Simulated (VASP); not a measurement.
# P (P2/m) in VASP: further runs

The runs below take P through single point, with PBE.

All numbers are computed with VASP 6.6.1; they aren't measurements. Logs are shortened: lines on timing, memory, paths and dates and some standing lists are left out, and cuts for length are marked.

### Step 1. The structure

Symmetry: P2/m, No. 10, monoclinic system. Conventional cell: a = 2.425 Å, b = 2.439 Å, c = 4.852 Å, α = 90.00°, β = 90.24°, γ = 90.00°. P (site symmetry m) is surrounded by 6 P at 2.42 to 2.44 Å.

This isn't the form of P at room conditions, which is orthorhombic.

### Step 2. Single point, PBE

Input file INCAR:

```
PREC = Accurate
ENCUT = 460
EDIFF = 1E-6
ISMEAR = 0
SIGMA = 0.4
LREAL = False
LASPH = True
NELM = 100
ALGO = Normal
ISIF = 2
LWAVE = False
LCHARG = False
GGA = PE
ADDGRID = False
```

Input file KPOINTS:

```
regular mesh
0
Gamma
  20 20 10
```

Input file POSCAR:

```
P
1.0
    2.4246941115      0.0000000000      0.0000000000
    0.0000000000      2.4385351442      0.0000000000
   -0.0203144631      0.0000000000      4.8524328982
P
2
Direct
   -0.0009640000     -0.0137570000      0.7520410000
    1.0088450000      0.0001830000      0.2407300000
```

Potentials or basis: VASP PAW PBE potentials, release 64 (P).

Run with:

```console
$ cat potpaw_PBE.64/P/POTCAR > POTCAR
$ mpirun -np 1 vasp_std > vasp.out
```

OUTCAR:

```text
PREC = Accurate
   ENCUT = 460
   EDIFF = 1E-6
   ISMEAR = 0
   LREAL = False
   LASPH = True
   NELM = 100
   ISIF = 2
   GGA = PE

 Found   2004 irreducible k-points:

 Following reciprocal coordinates:
            Coordinates               Weight
  0.000000  0.000000  0.000000      1.000000
  0.050000  0.000000 -0.000000      2.000000
  0.100000  0.000000 -0.000000      2.000000
  0.150000  0.000000 -0.000000      2.000000
  0.200000  0.000000 -0.000000      2.000000
  0.250000  0.000000 -0.000000      2.000000
   k-points           NKPTS =   2004   k-points in BZ     NKDIM =   2004   number of bands    NBANDS=      9
   number of dos      NEDOS =    301   number of ions     NIONS =      2
   total plane-waves  NPLWV =  11664
   dimension x,y,z NGX =    18 NGY =   18 NGZ =   36
   dimension x,y,z NGXF=    36 NGYF=   36 NGZF=   72
   ions per type =               2
   NGX,Y,Z   is equivalent  to a cutoff of  12.34, 12.27, 12.33 a.u.
   NGXF,Y,Z  is equivalent  to a cutoff of  24.68, 24.54, 24.67 a.u.
 SYSTEM =  unknown system
   PREC   = accura    normal or accurate (medium, high low for compatibility)
   ISTART =      0    job   : 0-new  1-cont  2-samecut
   ICHARG =      2    charge: 1-file 2-atom 10-const
   ISPIN  =      1    spin polarized calculation?
   LNONCOLLINEAR =      F non collinear calculations
   LSORBIT =      F    spin-orbit coupling
   LASPH  =      T    aspherical Exc in radial PAW
   ENCUT  =  460.0 eV  33.81 Ry    5.81 a.u.   4.24  4.26  8.49*2*pi/ulx,y,z
   NELM   =    100;   NELMIN=  2; NELMDL= -5     # of ELM steps
   EDIFF  = 0.1E-05   stopping-criterion for ELM
   LREAL  =      F    real-space projection
   EDIFFG = 0.1E-04   stopping-criterion for IOM
   NSW    =      0    number of steps for IOM
   IBRION =     -1    ionic relax: 0-MD 1-quasi-New 2-CG
   NFREE  =      0    steps in history (QN), initial steepest desc. (CG)
   ISIF   =      2    stress and relaxation
   ISYM   =      2    0-nonsym 1-usesym 2-fastsym
   POTIM  = 0.5000    time-step for ionic-motion
   TEBEG  =    0.0;   TEEND  =   0.0 temperature during run
   PSTRESS=    0.0 pullay stress
   NELECT =      10.0000    total number of electrons
   NUPDOWN=      -1.0000    fix difference up-down
   EMIN   =  10.00;   EMAX   =-10.00  energy-range for DOS
   EFERMI =   0.00;   METHOD = LEGACY
   ISMEAR =     0;   SIGMA  =   0.40  broadening in eV -4-tet -1-fermi 0-gaus
   EFERMI_NEDOS =   21; number of points for ismear=-14 and -15
   IALGO  =     38    algorithm
   IMIX   =      4    mixing-type and parameters
     AMIX     =   0.40;   BMIX     =  1.00
     AMIX_MAG =   1.60;   BMIX_MAG =  1.00
  volume/ion in A,a.u.               =      14.35        96.81
  Fermi-wavevector in a.u.,A,eV,Ry     =   1.152107  2.177167 18.059715  1.327352
  Thomas-Fermi vector in A             =   2.288761
   LORBIT       =      0    0 simple, 1 ext, 2 COOP (PROOUT), +10 PAW based schemes
   GGA     = PE    functional components
   LHFCALC =     F    Hartree Fock is set to
   AEXX    =    0.0000 exact exchange contribution
   IVDW    =     0    specifies the selected vdW correction
   LEPSILON=     F    determine dielectric tensor
   LRPA    =     F    only Hartree local field effects (RPA)
 non-spin polarized calculation
 Gauss-broadening in eV      SIGMA  =   0.40
  energy-cutoff  :      460.00
  volume of cell :       28.69
 maximum number of plane-waves:       658
 NGX is ok and might be reduce to    18
   NGX =  9   NGY =  9   NGZ = 17

 number of electron      10.0000000 magnetization

 Free energy of the ion-electron system (eV)
  ---------------------------------------------------
  ext. energy  EPLUGINS =         0.00000000
  ---------------------------------------------------
  free energy    TOTEN  =       -10.56044908 eV

  energy without entropy =      -10.50882699  energy(sigma->0) =      -10.53463804

 E-fermi :   9.9445     XC(G=0): -11.3418

 val. band max:        9.9401679495   @ k =  -0.1500   0.2000   0.4000
 cond. band min:       9.9451505189   @ k =  -0.2000   0.2000   0.3000
 fundamental gap:      0.0049825694
 Fermi energy:         9.9444576301

 k-point     1 :       0.0000    0.0000    0.0000
  band No.  band energies     occupation
      1      -6.8110      2.00000
      2      -2.3647      2.00000
      3       1.0672      2.00000
      4      14.7950      0.00000
      5      15.0204      0.00000
      6      15.0466      0.00000
      7      16.5876      0.00000
      8      16.6582      0.00000
      9      17.7516      0.00000

 k-point     2 :       0.0500    0.0000   -0.0000
  band No.  band energies     occupation
      1      -6.7529      2.00000
      2      -2.3063      2.00000
      3       1.1199      2.00000
      4      13.7970      0.00000
      5      14.8410      0.00000
      6      15.0766      0.00000
      7      16.6423      0.00000
      8      16.8661      0.00000
      9      17.8016      0.00000

 k-point     3 :       0.1000    0.0000   -0.0000
  band No.  band energies     occupation
      1      -6.5790      2.00000
      2      -2.1314      2.00000
      3       1.2772      2.00000
      4      11.9986      0.00000
      5      14.9764      0.00000
      6      15.1803      0.00000
      7      15.2969      0.00000
      8      16.7841      0.00000
      9      17.8987      0.00000

 k-point     4 :       0.1500    0.0000   -0.0000
  band No.  band energies     occupation
      1      -6.2905      2.00000
      2      -1.8410      2.00000
      3       1.5365      2.00000
      4      10.1886      0.38812
      5      13.6104      0.00000
      6      15.2047      0.00000
      7      15.4414      0.00000
      8      17.0075      0.00000
      9      18.1103      0.00000

 k-point     5 :       0.2000    0.0000   -0.0000
  band No.  band energies     occupation
      1      -5.8901      2.00000
      2      -1.4365      2.00000
      3       1.8928      2.00000
      4       8.4325      2.00000
      5      11.9826      0.00000
      6      15.5133      0.00000
      7      15.7467      0.00000
      8      17.2914      0.00000
      9      17.6586      0.00000

 k-point     6 :       0.2500    0.0000   -0.0000
  band No.  band energies     occupation
      1      -5.3820      2.00000
      2      -0.9208      2.00000
      3       2.3368      2.00000
      4       6.7582      2.00000
      5      10.4044      0.10390
      6      15.8787      0.00000
      7      15.8956      0.00000
      8      16.1644      0.00000
      9      17.6848      0.00000

 [... further k-points ...]

------------------------ aborting loop because EDIFF is reached ----------------------------------------

  FORCE on cell =-STRESS in cart. coord.  units (eV):
  Direction    XX          YY          ZZ          XY          YZ          ZX
  --------------------------------------------------------------------------------------
  -------------------------------------------------------------------------------------
  Total        0.5183975      0.3035297      0.5645145     -0.0037323     -0.0114494      0.0422149
  in kB       28.9486250     16.9498634     31.5239147     -0.2084194     -0.6393623      2.3573890
  external PRESSURE =      25.8074677 kB  Pullay stress =       0.0000000 kB

 VOLUME and BASIS-vectors are now :
 -----------------------------------------------------------------------------
  energy-cutoff  :      460.00
  volume of cell :       28.69
      direct lattice vectors                 reciprocal lattice vectors
     2.424694112  0.000000000  0.000000000     0.412423157  0.000000000  0.001726589
     0.000000000  2.438535144  0.000000000     0.000000000  0.410082259  0.000000000
    -0.020314463  0.000000000  4.852432898     0.000000000  0.000000000  0.206082190

 POSITION                                       TOTAL-FORCE (eV/Angst)
 -----------------------------------------------------------------------------------
      2.40708      2.40499      3.64923         0.041303      0.059886     -0.103275
      0.01656      0.00045      1.16813        -0.041303     -0.059886      0.103275
 -----------------------------------------------------------------------------------
    total drift:                               -0.000001      0.000000     -0.000001

  FREE ENERGIE OF THE ION-ELECTRON SYSTEM (eV)
  ---------------------------------------------------
  free  energy   TOTEN  =       -10.5604490819 eV

  energy  without entropy=      -10.5088269887  energy(sigma->0) =      -10.53463804
```

Run time: 5.8 min. Hardware: 1 thread of Intel Xeon Platinum 8259CL at 2.50GHz (Skylake/Cascade Lake), shared host; peak memory 0.44 GiB.

These settings aren't checked as converged: the numbers below hold their error.

What came out:

```yaml
Free_energy: -10.5604 eV
Pressure: 2.6 GPa
Largest_force: 0.126 eV/Å
Band_gap_on_the_k_mesh: none (metal or under the smearing width)
```

### Step 3. Single point, PBE

Changes to INCAR since step 2:

```diff
@@ -4,3 +4,3 @@
 ISMEAR = 0
-SIGMA = 0.4
+SIGMA = 0.2
 LREAL = False
```

KPOINTS is that of step 2.

Input file POSCAR:

```
P
1.0
    2.4246941115      0.0000000000      0.0000000000
    0.0000000000      2.4385351442      0.0000000000
   -0.0203144631      0.0000000000      4.8524328982
P
2
Direct
    0.0000000300      0.0000000000      0.7494253600
    0.9999999700      0.0000000000      0.2505746400
```

Potentials or basis: VASP PAW PBE potentials, release 64 (P).

Run with:

```console
$ cat potpaw_PBE.64/P/POTCAR > POTCAR
$ mpirun -np 1 vasp_std > vasp.out
```

Wall time 2.2 min (1 thread of Intel Xeon Platinum 8259CL at 2.50GHz (Skylake/Cascade Lake), shared host); peak memory 0.29 GiB.

The run converged, but some of its settings lie outside the range that counts as converged, so its numbers aren't taken as properties of the crystal.

Results:

```yaml
Free_energy: -10.5443 eV
Pressure: 2.2 GPa
Largest_force: 0.008 eV/Å
Band_gap_on_the_k_mesh: none (metal or under the smearing width)
```

### Step 4. Single point, PBE

INCAR is that of step 3.

KPOINTS is that of step 3.

Input file POSCAR:

```
P
1.0
    2.4246941115      0.0000000000      0.0000000000
    0.0000000000      2.4385351442      0.0000000000
   -0.0203144631      0.0000000000      4.8524328982
P
2
Direct
   -0.0009640000     -0.0137570000      0.7520410000
    1.0088450000      0.0001830000      0.2407300000
```

Run with:

```console
$ cat potpaw_PBE.64/P/POTCAR > POTCAR
$ mpirun -np 1 vasp_std > vasp.out
```

Wall time 5.4 min (1 thread of Intel Xeon Platinum 8259CL at 2.50GHz (Skylake/Cascade Lake), shared host); peak memory 0.44 GiB.

These settings aren't checked as converged: the numbers below hold their error.

Results:

```yaml
Free_energy: -10.5406 eV
Pressure: 2.5 GPa
Largest_force: 0.114 eV/Å
Band_gap_on_the_k_mesh: none (metal or under the smearing width)
```

### Step 5. Single point, PBE

Changes to INCAR since step 4:

```diff
@@ -4,3 +4,3 @@
 ISMEAR = 0
-SIGMA = 0.2
+SIGMA = 0.05
 LREAL = False
```

KPOINTS is that of step 4.

Input file POSCAR:

```
P
1.0
    2.4246941115      0.0000000000      0.0000000000
    0.0000000000      2.4385351442      0.0000000000
   -0.0203144631      0.0000000000      4.8524328982
P
2
Direct
    0.0000000300      0.0000000000      0.7494253600
    0.9999999700      0.0000000000      0.2505746400
```

Run with:

```console
$ cat potpaw_PBE.64/P/POTCAR > POTCAR
$ mpirun -np 1 vasp_std > vasp.out
```

Run time: 2.7 min. Hardware: 1 thread of Intel Xeon Platinum 8259CL at 2.50GHz (Skylake/Cascade Lake), shared host; peak memory 0.3 GiB.

The run converged, but some of its settings lie outside the range that counts as converged, so its numbers aren't taken as properties of the crystal.

What came out:

```yaml
Free_energy: -10.5370 eV
Pressure: 2.3 GPa
Largest_force: 0.010 eV/Å
Band_gap_on_the_k_mesh: none (metal or under the smearing width)
```

### Step 6. The reference run

An earlier run on the cell as given: functional PBE; potentials or basis VASP PAW PBE potentials, release 64 (P); cutoff 520 eV; k mesh 11 × 11 × 6; occupations fermi-dirac, width 0.05 eV; no spin polarisation.

- Pressure: 1.9 GPa
- Largest force: 0.005 eV/Å
- Band gap on the k mesh: none (metal or under the smearing width)
